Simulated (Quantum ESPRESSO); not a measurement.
# W (Im-3m) in Quantum ESPRESSO: notebook

The runs below take W through band structure, single point, equation of state, with PBEsol, LDA.

Everything below comes from runs of Quantum ESPRESSO 7.5. Logs are shortened: lines on timing, memory, paths and dates and some standing lists are left out, and cuts for length are marked.

## (1) The structure

It takes space group Im-3m (No. 229, cubic). Conventional cell: a = 3.165 Å, b = 3.165 Å, c = 3.165 Å, α = 90.00°, β = 90.00°, γ = 90.00°. W (site symmetry m-3m) has 8 W at 2.74 Å as nearest neighbours.

## (2) Band structure, PBEsol

Contents of pw.in:

```
&CONTROL
  calculation = 'scf'
  prefix = 'pwscf'
  outdir = './tmp'
  pseudo_dir = './pseudo'
  tprnfor = .true.
  tstress = .true.
  disk_io = 'low'
/
&SYSTEM
  ibrav = 0
  nat = 1
  ntyp = 1
  ecutwfc = 56
  ecutrho = 448
  nbnd = 13
  occupations = 'smearing'
  smearing = 'fd'
  degauss = 0.00367493
/
&ELECTRONS
  conv_thr = 2d-10
  electron_maxstep = 120
  mixing_beta = 0.5
/
ATOMIC_SPECIES
W    183.8400 w_pbesol_v1.2.uspp.F.UPF
CELL_PARAMETERS angstrom
  -1.5823450000    1.5823450000    1.5823450000
   1.5823450000   -1.5823450000    1.5823450000
   1.5823450000    1.5823450000   -1.5823450000
ATOMIC_POSITIONS crystal
W      0.0000000000    0.0000000000    0.0000000000
K_POINTS automatic
12 12 12 0 0 0
```

Contents of bands.in:

```
&CONTROL
  calculation = 'bands'
  prefix = 'pwscf'
  outdir = './tmp'
  pseudo_dir = './pseudo'
  disk_io = 'low'
  verbosity = 'high'
/
&SYSTEM
  ibrav = 0
  nat = 1
  ntyp = 1
  ecutwfc = 56
  ecutrho = 448
  nbnd = 13
  occupations = 'smearing'
  smearing = 'fd'
  degauss = 0.00367493
/
&ELECTRONS
  conv_thr = 1d-08
  electron_maxstep = 120
  mixing_beta = 0.5
  diago_full_acc = .true.
  startingwfc = 'random'
/
ATOMIC_SPECIES
W    183.8400 w_pbesol_v1.2.uspp.F.UPF
CELL_PARAMETERS angstrom
  -1.5823450000    1.5823450000    1.5823450000
   1.5823450000   -1.5823450000    1.5823450000
   1.5823450000    1.5823450000   -1.5823450000
ATOMIC_POSITIONS crystal
W      0.0000000000    0.0000000000    0.0000000000
K_POINTS crystal
60
 0.0000000000  0.0000000000  0.0000000000 1
 0.0416666667 -0.0416666667  0.0416666667 1
 0.0833333333 -0.0833333333  0.0833333333 1
 0.1250000000 -0.1250000000  0.1250000000 1
 0.1666666667 -0.1666666667  0.1666666667 1
 0.2083333333 -0.2083333333  0.2083333333 1
 0.2500000000 -0.2500000000  0.2500000000 1
 0.2916666667 -0.2916666667  0.2916666667 1
 0.3333333333 -0.3333333333  0.3333333333 1
 0.3750000000 -0.3750000000  0.3750000000 1
 0.4166666667 -0.4166666667  0.4166666667 1
 0.4583333333 -0.4583333333  0.4583333333 1
 0.5000000000 -0.5000000000  0.5000000000 1
 0.4375000000 -0.4375000000  0.5000000000 1
 0.3750000000 -0.3750000000  0.5000000000 1
 0.3125000000 -0.3125000000  0.5000000000 1
 0.2500000000 -0.2500000000  0.5000000000 1
 0.1875000000 -0.1875000000  0.5000000000 1
 0.1250000000 -0.1250000000  0.5000000000 1
 0.0625000000 -0.0625000000  0.5000000000 1
 0.0000000000  0.0000000000  0.5000000000 1
 0.0000000000  0.0000000000  0.4444444444 1
 0.0000000000  0.0000000000  0.3888888889 1
 0.0000000000  0.0000000000  0.3333333333 1
 0.0000000000  0.0000000000  0.2777777778 1
 0.0000000000  0.0000000000  0.2222222222 1
 0.0000000000  0.0000000000  0.1666666667 1
 0.0000000000  0.0000000000  0.1111111111 1
 0.0000000000  0.0000000000  0.0555555556 1
 0.0000000000  0.0000000000  0.0000000000 1
 0.0227272727  0.0227272727  0.0227272727 1
 0.0454545455  0.0454545455  0.0454545455 1
 0.0681818182  0.0681818182  0.0681818182 1
 0.0909090909  0.0909090909  0.0909090909 1
 0.1136363636  0.1136363636  0.1136363636 1
 0.1363636364  0.1363636364  0.1363636364 1
 0.1590909091  0.1590909091  0.1590909091 1
 0.1818181818  0.1818181818  0.1818181818 1
 0.2045454545  0.2045454545  0.2045454545 1
 0.2272727273  0.2272727273  0.2272727273 1
 0.2500000000  0.2500000000  0.2500000000 1
 0.2708333333  0.1875000000  0.2708333333 1
 0.2916666667  0.1250000000  0.2916666667 1
 0.3125000000  0.0625000000  0.3125000000 1
 0.3333333333  0.0000000000  0.3333333333 1
 0.3541666667 -0.0625000000  0.3541666667 1
 0.3750000000 -0.1250000000  0.3750000000 1
 0.3958333333 -0.1875000000  0.3958333333 1
 0.4166666667 -0.2500000000  0.4166666667 1
 0.4375000000 -0.3125000000  0.4375000000 1
 0.4583333333 -0.3750000000  0.4583333333 1
 0.4791666667 -0.4375000000  0.4791666667 1
 0.5000000000 -0.5000000000  0.5000000000 1
 0.2500000000  0.2500000000  0.2500000000 1
 0.2083333333  0.2083333333  0.2916666667 1
 0.1666666667  0.1666666667  0.3333333333 1
 0.1250000000  0.1250000000  0.3750000000 1
 0.0833333333  0.0833333333  0.4166666667 1
 0.0416666667  0.0416666667  0.4583333333 1
 0.0000000000  0.0000000000  0.5000000000 1
```

Potentials or basis: GBRV 1.5 PBEsol.

Started as:

```
$ OMP_NUM_THREADS=1 mpirun -n 2 pw.x -nk 2 -in pw.in > pw.out
$ OMP_NUM_THREADS=1 mpirun -n 2 pw.x -nk 2 -in bands.in > bands.out
```

pw.out:

```text
This program is part of the open-source Quantum ESPRESSO suite
     for quantum simulation of materials; please cite
         "P. Giannozzi et al., J. Phys.:Condens. Matter 21 395502 (2009);
         "P. Giannozzi et al., J. Phys.:Condens. Matter 29 465901 (2017);
         "P. Giannozzi et al., J. Chem. Phys. 152 154105 (2020);
     in publications or presentations arising from this work. More details at

     Message from routine setup:
     using ibrav=0 with symmetry is DISCOURAGED, use correct ibrav instead

     K-points division:     npool     =       2
     Subspace diagonalization in iterative solution of the eigenvalue problem:
     a serial algorithm will be used

     G-vector sticks info
     --------------------
     sticks:   dense  smooth     PW     G-vecs:    dense   smooth      PW
     Sum         905     451    173                17117     6051    1481

     Using Slab Decomposition

     bravais-lattice index     =            0
     lattice parameter (alat)  =       5.1792  a.u.
     unit-cell volume          =     106.9449 (a.u.)^3
     number of atoms/cell      =            1
     number of atomic types    =            1
     number of electrons       =        14.00
     number of Kohn-Sham states=           13
     kinetic-energy cutoff     =      56.0000  Ry
     charge density cutoff     =     448.0000  Ry
     scf convergence threshold =      2.0E-10
     mixing beta               =       0.5000
     number of iterations used =            8  plain     mixing
     Exchange-correlation= SLA  PW   PSX  PSC
                           (   1   4  10   8   0   0   0)

     celldm(1)=   5.179176  celldm(2)=   0.000000  celldm(3)=   0.000000
     celldm(4)=   0.000000  celldm(5)=   0.000000  celldm(6)=   0.000000

     crystal axes: (cart. coord. in units of alat)
               a(1) = (  -0.577350   0.577350   0.577350 )
               a(2) = (   0.577350  -0.577350   0.577350 )
               a(3) = (   0.577350   0.577350  -0.577350 )

     reciprocal axes: (cart. coord. in units 2 pi/alat)
               b(1) = ( -0.000000  0.866025  0.866025 )
               b(2) = (  0.866025 -0.000000  0.866025 )
               b(3) = (  0.866025  0.866025  0.000000 )

     PseudoPot. # 1 for W  read from file:
     w_pbesol_v1.2.uspp.F.UPF
     Pseudo is Ultrasoft + core correction, Zval = 14.0
     Generated by new atomic code, or converted to UPF format
     Using radial grid of  923 points,  8 beta functions with:
                l(1) =   0
                l(2) =   0
                l(3) =   0
                l(4) =   1
                l(5) =   1
                l(6) =   2
                l(7) =   2
                l(8) =   3
     Q(r) pseudized with  6 coefficients,  rinner =    1.350   1.350   1.350
                                                       1.350   1.350   1.350
                                                       1.350

     atomic species   valence    mass     pseudopotential
     W                14.00   183.84000     W ( 1.00)

     48 Sym. Ops., with inversion, found

   Cartesian axes

     site n.     atom                  positions (alat units)
         1        W      tau(   1) = (   0.0000000   0.0000000   0.0000000  )

     number of k points=    72  Fermi-Dirac smearing, width (Ry)=  0.0037
                       cart. coord. in units 2pi/alat
        k(    1) = (   0.0000000   0.0000000   0.0000000), wk =   0.0011574
        k(    2) = (   0.0721688   0.0721688   0.0000000), wk =   0.0138889
        k(    3) = (   0.1443376   0.1443376   0.0000000), wk =   0.0138889
        k(    4) = (   0.2165064   0.2165064   0.0000000), wk =   0.0138889
        k(    5) = (   0.2886751   0.2886751   0.0000000), wk =   0.0138889
        k(    6) = (   0.3608439   0.3608439   0.0000000), wk =   0.0138889
[... 64 lines left out ...]
        k(   71) = (  -0.8660254  -0.0721688  -0.0721688), wk =   0.0138889
        k(   72) = (  -0.8660254  -0.8660254  -0.8660254), wk =   0.0011574

     Dense  grid:    17117 G-vectors     FFT dimensions: (  36,  36,  36)

     Smooth grid:     6051 G-vectors     FFT dimensions: (  25,  25,  25)

     Initial potential from superposition of free atoms

     starting charge      13.8997, renormalised to      14.0000

     negative rho (up, down):  6.158E-02 0.000E+00
     Starting wfcs are   13 randomized atomic wfcs

     Self-consistent Calculation

     iteration #  1     ecut=    56.00 Ry     beta= 0.50
     Davidson diagonalization with overlap
     ethr =  1.00E-02,  avg # of iterations =  3.4

     Threshold (ethr) on eigenvalues was too large:
     Diagonalizing with lowered threshold

     Davidson diagonalization with overlap
     ethr =  4.04E-04,  avg # of iterations =  1.1

     negative rho (up, down):  6.362E-02 0.000E+00

     total energy              =    -159.04069195 Ry
     estimated scf accuracy    <       0.05772765 Ry

     iteration #  2     ecut=    56.00 Ry     beta= 0.50
     Davidson diagonalization with overlap
     ethr =  4.12E-04,  avg # of iterations =  1.9

     negative rho (up, down):  6.566E-02 0.000E+00

     total energy              =    -159.04644744 Ry
     estimated scf accuracy    <       0.00315548 Ry

     iteration #  3     ecut=    56.00 Ry     beta= 0.50
     Davidson diagonalization with overlap
     ethr =  2.25E-05,  avg # of iterations =  2.0
[... 42 lines left out ...]
     iteration #  8     ecut=    56.00 Ry     beta= 0.50
     Davidson diagonalization with overlap
     ethr =  5.11E-12,  avg # of iterations =  3.9

     negative rho (up, down):  6.647E-02 0.000E+00

     total energy              =    -159.04678687 Ry
     estimated scf accuracy    <          1.1E-09 Ry

     iteration #  9     ecut=    56.00 Ry     beta= 0.50
     Davidson diagonalization with overlap
     ethr =  5.11E-12,  avg # of iterations =  2.1

     negative rho (up, down):  6.647E-02 0.000E+00

     End of self-consistent calculation

          k = 0.0000 0.0000 0.0000 (   767 PWs)   bands (ev):

   -51.6529 -15.2106 -15.2106 -15.2106  12.8483  21.2694  21.2694  21.2694
    24.7372  24.7372  37.0220  37.0220  37.0220

          k = 0.0722 0.0722 0.0000 (   744 PWs)   bands (ev):

   -51.6439 -15.3041 -15.2398 -15.2110  13.1826  21.0694  21.2186  21.5953
    24.4377  24.7422  37.2967  37.5852  37.8150

          k = 0.1443 0.1443 0.0000 (   754 PWs)   bands (ev):

   -51.6195 -15.5542 -15.3187 -15.2123  14.0965  20.5660  20.9668  22.5481
    24.0448  24.7887  37.7584  39.1707  39.3536

          k = 0.2165 0.2165 0.0000 (   764 PWs)   bands (ev):

   -51.5859 -15.8833 -15.4247 -15.2141  15.2706  19.9583  20.6511  24.0471
    24.1218  24.9350  37.2514  39.0072  41.5515
[... 328 lines left out ...]
   -51.4318 -16.1143 -16.0533 -16.0533  17.0062  17.1617  25.6697  25.6697
    27.0405  28.9086  33.4901  33.4901  40.2130

          k =-0.8660-0.0722-0.0722 (   756 PWs)   bands (ev):

   -51.4249 -16.1422 -16.0842 -16.0587  16.8496  16.9059  26.1429  26.2579
    27.7442  30.7004  31.4086  32.2460  39.8123

          k =-0.8660-0.8660-0.8660 (   736 PWs)   bands (ev):

   -51.4182 -16.1153 -16.1153 -16.1153  16.6545  16.6545  27.6827  27.6827
    27.6827  30.7474  30.7474  30.7474  38.5575

     the Fermi energy is    22.4227 ev

!    total energy              =    -159.04678687 Ry
     estimated scf accuracy    <          8.8E-12 Ry
     smearing contrib. (-TS)   =      -0.00035958 Ry
     internal energy E=F+TS    =    -159.04642729 Ry

     The total energy is F=E-TS. E is the sum of the following terms:
     one-electron contribution =     -14.38619706 Ry
     hartree contribution      =      15.63887173 Ry
     xc contribution           =     -41.02780408 Ry
     ewald contribution        =    -119.27129788 Ry

     convergence has been achieved in   9 iterations

     negative rho (up, down):  6.647E-02 0.000E+00

     Forces acting on atoms (cartesian axes, Ry/au):

     atom    1 type  1   force =     0.00000000    0.00000000    0.00000000

     Total force =     0.000000     Total SCF correction =     0.000000

     Computing stress (Cartesian axis) and pressure

     negative rho (up, down):  6.647E-02 0.000E+00
          total   stress  (Ry/bohr**3)                   (kbar)     P=      -27.02
  -0.00018369   0.00000000   0.00000000          -27.02        0.00        0.00
   0.00000000  -0.00018369   0.00000000            0.00      -27.02        0.00
   0.00000000   0.00000000  -0.00018369            0.00        0.00      -27.02

=------------------------------------------------------------------------------=
   JOB DONE.
=------------------------------------------------------------------------------=
```

Run time: 14 s. Hardware: 2 MPI ranks of Intel Xeon Platinum 8259CL at 2.50GHz (Skylake/Cascade Lake), shared host; peak memory 0.22 GiB.

What came out:

* Free energy: -2163.9418 eV
* Pressure: -2.7 GPa
* Band gap on the k mesh: none (metal or under the smearing width)

Levels at the corners of the path, in eV from the Fermi level:
| point | band 5 | band 6 | band 7 | band 8 | band 9 | band 10 |
| --- | --- | --- | --- | --- | --- | --- |
| Γ | -9.57 | -1.15 | -1.15 | -1.15 | 2.31 | 2.31 |
| H | -5.77 | -5.77 | 5.26 | 5.26 | 5.26 | 8.32 |
| N | -6.21 | -3.49 | 0.78 | 2.21 | 3.19 | 6.25 |
| Γ | -9.57 | -1.15 | -1.15 | -1.15 | 2.31 | 2.31 |
| P | -2.88 | -2.88 | -2.88 | 3.36 | 3.36 | 6.65 |
| H | -5.77 | -5.77 | 5.26 | 5.26 | 5.26 | 8.32 |
| P | -2.88 | -2.88 | -2.88 | 3.36 | 3.36 | 6.65 |
| N | -6.21 | -3.49 | 0.78 | 2.21 | 3.19 | 6.25 |

Caveat: spin-orbit coupling is left out, which moves the levels of the heavy elements.

(Continued in part 2 of 2.)
